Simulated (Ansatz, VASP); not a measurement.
# One calculation of Nb, two programs

INCAR

```
PREC     = Accurate       # precision mode
ENCUT    = 520            # plane-wave cutoff, eV
EDIFF    = 1E-6           # SCF threshold, eV
ISMEAR   = 0              # smearing method
SIGMA    = 0.2            # smearing width, eV
LREAL    = False          # projectors in reciprocal space
LASPH    = True           # aspherical terms in the spheres
NELM     = 80             # most SCF steps
ALGO     = Normal         # electronic algorithm
ISIF     = 2              # what is computed and relaxed
LWAVE    = False          # write WAVECAR
LCHARG   = False          # write CHGCAR
NBANDS   = 12             # bands
```

File KPOINTS:

```
Automatic mesh
0
Gamma
  14 14 14
```

File POSCAR:

```
Nb
1.0
   -1.6231103068      1.6231103068      1.6231103068
    1.6231103068     -1.6231103068      1.6231103068
    1.6231103068      1.6231103068     -1.6231103068
Nb
1
Direct
    0.0000000000      0.0000000000      0.0000000000
```

Input for Ansatz:

```yaml
crystal:
  lattice:
    - [-1.6231103068, 1.6231103068, 1.6231103068]
    - [1.6231103068, -1.6231103068, 1.6231103068]
    - [1.6231103068, 1.6231103068, -1.6231103068]
  atoms:
    - { symbol: Nb, position: [0.0, 0.0, 0.0] }
hamiltonian:
  xc: lda
  pseudopotentials:
    kind: paw
    azcp:
      Nb: "pseudopotentials/Nb.paw.azcp"
basis:
  ecutwfc: 420
  fft_grid_basis: typed
kpoints:
  mp_grid: { grid: [14, 14, 14], shift: [0, 0, 0] }
magnetization:
  spin_polarized: false
scf:
  occupations: { method: gaussian, width: 0.2 }
  lower_state_search: "off"
output:
  stress: true
```

Alike in both runs: task single point; functional LDA; k mesh 14 × 14 × 14; occupations gaussian, width 0.2 eV; no spin polarisation.

```csv
,VASP,Ansatz
version,VASP 6.6.1,Ansatz 0.2.0
potentials or method,"VASP PAW LDA potentials, release 64 (Nb_sv)","plane waves (420 eV) with PAW, scalar-relativistic"
plane-wave cutoff (eV),520,420
valence electrons in the cell,13,13
```

Ansatz gave:

| Quantity | Value |
| --- | --- |
| pressure (GPa) | 0.4 |

Task: What did VASP give for the same quantities?

Result: Pressure (GPa): 0.2.

Ansatz warned: «pseudo_functional_mismatch».
